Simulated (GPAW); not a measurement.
# Cr (Im-3m) in GPAW: settings compared, part 2 of 2

GPAW 26.7.0. The steps go on from the part before.

**4. Band structure, revTPSS, collinear spin, ferromagnetic start**

The input, run.py:

```python
import spglib
from ase import Atoms
from ase.dft.bandgap import bandgap
from ase.io import read, write
from ase.units import GPa
from gpaw import GPAW, PW

atoms = read('Cr.cif')
cell, positions, numbers = spglib.find_primitive(
    (atoms.cell[:], atoms.get_scaled_positions(), atoms.numbers), symprec=1e-4)
atoms = Atoms(numbers, cell=cell, scaled_positions=positions, pbc=True)
atoms.set_initial_magnetic_moments([3.0])

calc = GPAW(mode=PW(600),
            xc='MGGA_X_REVTPSS+MGGA_C_REVTPSS',
            kpts={'size': (10, 10, 10), 'gamma': True},
            occupations={'name': 'fermi-dirac', 'width': 0.05},
            nbands=11,
            convergence={'density': 1e-05, 'energy': 1e-05},
            eigensolver='davidson',
            maxiter=150,
            txt='gpaw.txt')
atoms.calc = calc
energy = atoms.get_potential_energy()
forces = atoms.get_forces()
stress = atoms.get_stress()
calc.write('gs.gpw')
write('result.traj', atoms)
print(f'Energy: {energy:.6f} eV')
print('Forces (eV/A):')
print(forces.round(4))
print('Stress (GPa):', (stress / GPa).round(3))
print('Moments:', calc.get_magnetic_moments().round(3))
print('Fermi level:', round(calc.get_fermi_level(), 4), 'eV')
print(f'Gap: {bandgap(calc)[0]:.4f} eV, direct: {bandgap(calc, direct=True)[0]:.4f} eV')

path = atoms.cell.bandpath('GHNGPH,PN', npoints=100, eps=1e-4)
bs_calc = calc.fixed_density(kpts=path, symmetry='off', nbands=18,
                             convergence={'bands': 'CBM+6.0', 'eigenstates': 1e-6}, txt='bands.txt')
bs = bs_calc.band_structure()
bs.write('bs.json')
print(f'Gap on the path: {bandgap(bs_calc)[0]:.4f} eV')
```

The input, Cr.cif:

```cif
data_Cr
_cell_length_a 2.96889936
_cell_length_b 2.96889936
_cell_length_c 2.96889936
_cell_angle_alpha 90.00000000
_cell_angle_beta 90.00000000
_cell_angle_gamma 90.00000000
_space_group_name_H-M_alt 'Im-3m'
_space_group_name_Hall '-I 4 2 3'
_space_group_IT_number 229
loop_
_space_group_symop_operation_xyz
'x,y,z'
'-x,-y,-z'
'-y,x,z'
'y,-x,-z'
'-x,-y,z'
'x,y,-z'
'y,-x,z'
'-y,x,-z'
'x,-y,-z'
'-x,y,z'
'-y,-x,-z'
'y,x,z'
'-x,y,-z'
'x,-y,z'
'y,x,-z'
'-y,-x,z'
'z,x,y'
'-z,-x,-y'
'z,-y,x'
'-z,y,-x'
'z,-x,-y'
'-z,x,y'
'z,y,-x'
'-z,-y,x'
'-z,x,-y'
'z,-x,y'
'-z,-y,-x'
'z,y,x'
'-z,-x,y'
'z,x,-y'
'-z,y,x'
'z,-y,-x'
'y,z,x'
'-y,-z,-x'
'x,z,-y'
'-x,-z,y'
'-y,z,-x'
'y,-z,x'
'-x,z,y'
'x,-z,-y'
'-y,-z,x'
'y,z,-x'
'-x,-z,-y'
'x,z,y'
'y,-z,-x'
'-y,z,x'
'x,-z,y'
'-x,z,-y'
'x+1/2,y+1/2,z+1/2'
'-x+1/2,-y+1/2,-z+1/2'
'-y+1/2,x+1/2,z+1/2'
'y+1/2,-x+1/2,-z+1/2'
'-x+1/2,-y+1/2,z+1/2'
'x+1/2,y+1/2,-z+1/2'
'y+1/2,-x+1/2,z+1/2'
'-y+1/2,x+1/2,-z+1/2'
'x+1/2,-y+1/2,-z+1/2'
'-x+1/2,y+1/2,z+1/2'
'-y+1/2,-x+1/2,-z+1/2'
'y+1/2,x+1/2,z+1/2'
'-x+1/2,y+1/2,-z+1/2'
'x+1/2,-y+1/2,z+1/2'
'y+1/2,x+1/2,-z+1/2'
'-y+1/2,-x+1/2,z+1/2'
'z+1/2,x+1/2,y+1/2'
'-z+1/2,-x+1/2,-y+1/2'
'z+1/2,-y+1/2,x+1/2'
'-z+1/2,y+1/2,-x+1/2'
'z+1/2,-x+1/2,-y+1/2'
'-z+1/2,x+1/2,y+1/2'
'z+1/2,y+1/2,-x+1/2'
'-z+1/2,-y+1/2,x+1/2'
'-z+1/2,x+1/2,-y+1/2'
'z+1/2,-x+1/2,y+1/2'
'-z+1/2,-y+1/2,-x+1/2'
'z+1/2,y+1/2,x+1/2'
'-z+1/2,-x+1/2,y+1/2'
'z+1/2,x+1/2,-y+1/2'
'-z+1/2,y+1/2,x+1/2'
'z+1/2,-y+1/2,-x+1/2'
'y+1/2,z+1/2,x+1/2'
'-y+1/2,-z+1/2,-x+1/2'
'x+1/2,z+1/2,-y+1/2'
'-x+1/2,-z+1/2,y+1/2'
'-y+1/2,z+1/2,-x+1/2'
'y+1/2,-z+1/2,x+1/2'
'-x+1/2,z+1/2,y+1/2'
'x+1/2,-z+1/2,-y+1/2'
'-y+1/2,-z+1/2,x+1/2'
'y+1/2,z+1/2,-x+1/2'
'-x+1/2,-z+1/2,-y+1/2'
'x+1/2,z+1/2,y+1/2'
'y+1/2,-z+1/2,-x+1/2'
'-y+1/2,z+1/2,x+1/2'
'x+1/2,-z+1/2,y+1/2'
'-x+1/2,z+1/2,-y+1/2'
loop_
_atom_site_label
_atom_site_type_symbol
_atom_site_symmetry_multiplicity
_atom_site_Wyckoff_symbol
_atom_site_fract_x
_atom_site_fract_y
_atom_site_fract_z
_atom_site_occupancy
Cr1 Cr 2 a 0.0000000000 0.0000000000 0.0000000000 1
```

Potentials or basis: GPAW PAW data sets (gpaw-data 1.2.1), pw.

Launch:

```
OMP_NUM_THREADS=1 python run.py
```

It took 51 s on 1 thread of Intel Xeon Platinum 8488C (Sapphire Rapids), shared host; peak memory 0.25 GiB.

It converged, with:

* Free energy: -7.5368 eV
* Pressure: -30.8 GPa
* Band gap along the path: none (metal or under the smearing width)
* Net moment: 0.00 μB per cell

Levels at the corners of the path, in eV from the Fermi level:
Spin up:
```tsv
point	band 1	band 2	band 3	band 4	band 5	band 6
Γ	-7.35	-0.82	-0.82	-0.82	1.01	1.01
H	-3.55	-3.55	1.96	1.96	1.96	8.95
N	-3.82	-2.09	0.89	0.96	1.29	2.29
Γ	-7.35	-0.82	-0.82	-0.82	1.01	1.01
P	-2.05	-2.05	-2.05	1.34	1.34	8.83
H	-3.55	-3.55	1.96	1.96	1.96	8.95
P	-2.05	-2.05	-2.05	1.34	1.34	8.83
N	-3.82	-2.09	0.89	0.96	1.29	2.29
```
Spin down:
```tsv
point	band 1	band 2	band 3	band 4	band 5	band 6
Γ	-7.35	-0.82	-0.82	-0.82	1.01	1.01
H	-3.55	-3.55	1.96	1.96	1.96	8.95
N	-3.82	-2.09	0.89	0.96	1.29	2.29
Γ	-7.35	-0.82	-0.82	-0.82	1.01	1.01
P	-2.05	-2.05	-2.05	1.34	1.34	8.83
H	-3.55	-3.55	1.96	1.96	1.96	8.95
P	-2.05	-2.05	-2.05	1.34	1.34	8.83
N	-3.82	-2.09	0.89	0.96	1.29	2.29
```

Caveat: the starting moments collapsed, and a magnetic state may lie lower; a pressure of tens of GPa on the cell as given is suspect, and the run, the potentials or the cell itself is likely at fault; the PAW data sets were made with another functional, which shifts forces and pressure a little.

**5. Equation of state, PBE+D3(BJ), collinear spin, ferromagnetic start**

The input, run.py:

```python
from ase.calculators.mixing import SumCalculator
from ase.eos import EquationOfState
from ase.io import Trajectory
from ase.spacegroup import crystal
from ase.units import GPa
from dftd3.ase import DFTD3
from gpaw import GPAW, PW

# Cr 2a
atoms = crystal(['Cr'],
                basis=[[0.0, 0.0, 0.0]],
                spacegroup=229, setting=1,  # Im-3m
                cellpar=[2.96889936, 2.96889936, 2.96889936, 90.0, 90.0, 90.0],
                primitive_cell=True)
atoms.set_initial_magnetic_moments([3.0])

traj = Trajectory('eos.traj', 'w')
volumes, energies = [], []
for x in [0.94, 0.96, 0.98, 1.0, 1.02, 1.04, 1.06]:
    a = atoms.copy()
    a.set_cell(atoms.cell * x**(1 / 3), scale_atoms=True)
    calc = GPAW(mode=PW(600),
                xc='PBE',
                kpts={'size': (10, 10, 10), 'gamma': True},
                occupations={'name': 'fermi-dirac', 'width': 0.05},
                nbands=11,
                convergence={'density': 1e-05, 'energy': 1e-05},
                maxiter=150,
                txt=f'eos-{x:.2f}.txt')
    a.calc = SumCalculator([calc, DFTD3(method='pbe', damping='d3bj')])
    energies.append(a.get_potential_energy())
    volumes.append(a.get_volume())
    p = -a.get_stress()[:3].mean() / GPa
    calc.write(f'eos-{x:.2f}.gpw')
    traj.write(a)
    print(f'{x:.2f} {volumes[-1]:10.4f} A^3 {energies[-1]:14.6f} eV {p:9.3f} GPa', flush=True)

v0, e0, B = EquationOfState(volumes, energies, eos='birchmurnaghan').fit()
print(f'V0 = {v0:.4f} A^3, E0 = {e0:.6f} eV, B0 = {B / GPa:.2f} GPa')
```

Launch:

```
OMP_NUM_THREADS=1 python run.py
```

It took 69 s on 1 thread of Intel Xeon Platinum 8488C (Sapphire Rapids), shared host; peak memory 0.18 GiB.

The run converged. Its results:

| Item | Value |
| --- | --- |
| Equilibrium volume | 11.22 Å³/atom (rough: see the caveat) |
| Bulk modulus | 276 GPa (rough) |

Energy against volume, from the lowest point:
| volume (Å³/atom) | energy (meV/atom) |
| --- | --- |
| 12.299 | 0.00 |
| 12.561 | 36.60 |
| 12.823 | 78.69 |
| 13.084 | 125.52 |
| 13.346 | 176.61 |
| 13.608 | 231.44 |
| 13.870 | 289.41 |

Caveat: the minimum lies outside the volumes run.

**6. Band structure, PBEsol, collinear spin, ferromagnetic start**

The input, run.py:

```python
from ase import Atoms
from ase.dft.bandgap import bandgap
from ase.io import write
from ase.units import GPa
from gpaw import GPAW, PW, setup_paths

setup_paths.insert(0, '.')

atoms = Atoms(['Cr'],
              cell=[[-1.4844496776, 1.4844496776, 1.4844496776],
                    [1.4844496776, -1.4844496776, 1.4844496776],
                    [1.4844496776, 1.4844496776, -1.4844496776]],
              scaled_positions=[[0.0, 0.0, 0.0]],
              pbc=True)
atoms.set_initial_magnetic_moments([3.0])

calc = GPAW(mode=PW(600),
            xc='PBEsol',
            kpts={'size': (10, 10, 10), 'gamma': True},
            occupations={'name': 'fermi-dirac', 'width': 0.05},
            nbands=11,
            convergence={'density': 1e-05, 'energy': 1e-05},
            maxiter=150,
            txt='gpaw.txt')
atoms.calc = calc
energy = atoms.get_potential_energy()
forces = atoms.get_forces()
stress = atoms.get_stress()
calc.write('gs.gpw')
write('result.traj', atoms)
print(f'Energy: {energy:.6f} eV')
print('Forces (eV/A):')
print(forces.round(4))
print('Stress (GPa):', (stress / GPa).round(3))
print('Moments:', calc.get_magnetic_moments().round(3))
print('Fermi level:', round(calc.get_fermi_level(), 4), 'eV')
print(f'Gap: {bandgap(calc)[0]:.4f} eV, direct: {bandgap(calc, direct=True)[0]:.4f} eV')

path = atoms.cell.bandpath('GHNGPH,PN', npoints=60, eps=1e-4)
bs_calc = calc.fixed_density(kpts=path, symmetry='off', nbands=18,
                             convergence={'bands': 'CBM+6.0', 'eigenstates': 1e-6}, txt='bands.txt')
bs = bs_calc.band_structure()
bs.write('bs.json')
print(f'Gap on the path: {bandgap(bs_calc)[0]:.4f} eV')
```

Potentials or basis: PAW data sets generated in the run's folder for this functional, pw.

Launch:

```
gpaw-setup -f PBEsol Cr
OMP_NUM_THREADS=1 python run.py
```

gpaw.txt:

```text
__  _  _
 | _ |_)|_||  |
 |__||  | ||/\| - 26.7.0

Input parameters:
  mode=PW(ecut=600.0),
  convergence={'density': 1e-05, 'energy': 1e-05},
  kpts=MonkhorstPack(size=(10, 10, 10), gamma=True),
  maxiter=150,
  nbands=11,
  occupations=Occupations(name='fermi-dirac', width=0.05),
  xc=XC(name='PBEsol')

Diagonalizing LCAO Hamiltonian
Converting LCAO to pw mode

       Cr

Atoms  # Å, Bohr magnetons
|   | symbol |        x |        y |        z |    initial magnetic moments |
|---|--------|----------|----------|----------|-----------------------------|
| 0 |     Cr | 0.000000 | 0.000000 | 0.000000 | ( 0.0000,  0.0000,  3.0000) |

Unit cell  # Å
| periodic |         x |         y |         z |  lengths |     angles |
|----------|-----------|-----------|-----------|----------|------------|
|      yes | -1.484450 |  1.484450 |  1.484450 | 2.571142 | 109.471221 |
|      yes |  1.484450 | -1.484450 |  1.484450 | 2.571142 | 109.471221 |
[... 197 lines left out ...]
Total magnetic moment: (0.000000, 0.000000, -0.000006)

Local magnetic moments
|        x |        y |         z |
|----------|----------|-----------|
| 0.000000 | 0.000000 | -0.000004 |  # Cr   0

Fermi level: 9.399
Eigenvalues  # (at kpt = [0.000, 0.000, 0.000])
| band index |      eig [eV] | occ [0-1] |      eig [eV] | occ [0-1] |
|------------|---------------|-----------|---------------|-----------|
|          0 |         2.063 |     1.000 |         2.063 |     1.000 |
|          1 |         8.607 |     1.000 |         8.607 |     1.000 |
|          2 |         8.607 |     1.000 |         8.607 |     1.000 |
|          3 |         8.607 |     1.000 |         8.607 |     1.000 |
|          4 |        10.279 |     0.000 |        10.279 |     0.000 |
|          5 |        10.279 |     0.000 |        10.279 |     0.000 |
|          6 |        20.984 |     0.000 |        20.984 |     0.000 |
|          7 |        20.984 |     0.000 |        20.984 |     0.000 |
|          8 |        20.984 |     0.000 |        20.984 |     0.000 |
|          9 |        31.086 |     0.000 |        31.086 |     0.000 |
|         10 |        31.449 |     0.000 |        31.449 |     0.000 |

No gap
No difference between direct/indirect transitions

Forces  # eV/Ang
|        x |       y |        z |
|----------|---------|----------|
| -0.00000 | 0.00000 | -0.00000 |  # Cr   0

Stress tensor  # eV/Ang^3
|         x |         y |         z |
|-----------|-----------|-----------|
|  0.200619 | -0.000000 | -0.000000 |
| -0.000000 |  0.200619 |  0.000000 |
| -0.000000 |  0.000000 |  0.200619 |

# Writing to gs.gpw (mode='')
```

Run time: 16 s. Hardware: 1 thread of Intel Xeon Platinum 8488C (Sapphire Rapids), shared host; peak memory 0.17 GiB.

Results:

| Item | Value |
| --- | --- |
| Free energy | -9.8604 eV |
| Pressure | -32.1 GPa |
| Band gap along the path | none (metal or under the smearing width) |
| Net moment | 0.00 μB per cell |

Levels at the corners of the path, in eV from the Fermi level:
Spin up:
```tsv
point	band 1	band 2	band 3	band 4	band 5	band 6
Γ	-7.34	-0.79	-0.79	-0.79	0.88	0.88
H	-3.59	-3.59	1.99	1.99	1.99	9.22
N	-3.81	-2.06	0.87	0.91	1.14	2.31
Γ	-7.34	-0.79	-0.79	-0.79	0.88	0.88
P	-2.02	-2.02	-2.02	1.19	1.19	8.98
H	-3.59	-3.59	1.99	1.99	1.99	9.22
P	-2.02	-2.02	-2.02	1.19	1.19	8.98
N	-3.81	-2.06	0.87	0.91	1.14	2.31
```
Spin down:
```csv
point,band 1,band 2,band 3,band 4,band 5,band 6
Γ,-7.34,-0.79,-0.79,-0.79,0.88,0.88
H,-3.59,-3.59,1.99,1.99,1.99,9.22
N,-3.81,-2.06,0.87,0.91,1.14,2.31
Γ,-7.34,-0.79,-0.79,-0.79,0.88,0.88
P,-2.02,-2.02,-2.02,1.19,1.19,8.98
H,-3.59,-3.59,1.99,1.99,1.99,9.22
P,-2.02,-2.02,-2.02,1.19,1.19,8.98
N,-3.81,-2.06,0.87,0.91,1.14,2.31
```

Caveat: the starting moments collapsed, and a magnetic state may lie lower; a pressure of tens of GPa on the cell as given is suspect, and the run, the potentials or the cell itself is likely at fault.
